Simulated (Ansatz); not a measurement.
All-electron LAPW in Ansatz 0.2.0 under PBE, scalar-relativistic, energies extrapolated to zero smearing. Slabs are 1×1 cells cut from bulk crystals relaxed on PAW files, with atoms then relaxed, 16 to 20 Å of vacuum, a dipole correction, k spacings of 0.16 to 0.26 Å⁻¹ and smearing of 0.02 to 0.1 eV, without spin–orbit coupling or spin polarisation. The bulk type named needn't be the stable one, and no reconstruction is allowed.

| slab | area (Å²) | γ (J/m²) | Δd12 (%) |
| --- | --- | --- | --- |
| rocksalt TePb (100), 2 layers | 21.56 | 0.11 | -7.6 |
| rocksalt TePb (100), 3 layers | 21.56 | ? | ? |
| rocksalt TePb (100), 1 layer | 21.56 | 0.34 | – |
| rocksalt TePb (100), 4 layers | 21.56 | 0.14 | -6.0 |

(1) Give the missing entry: row "rocksalt TePb (100), 3 layers", column "Δd12 (%)".

(2) Fill in "γ (J/m²)" for the row "rocksalt TePb (100), 3 layers".

Answers

(1) -2.8.

(2) 0.19.
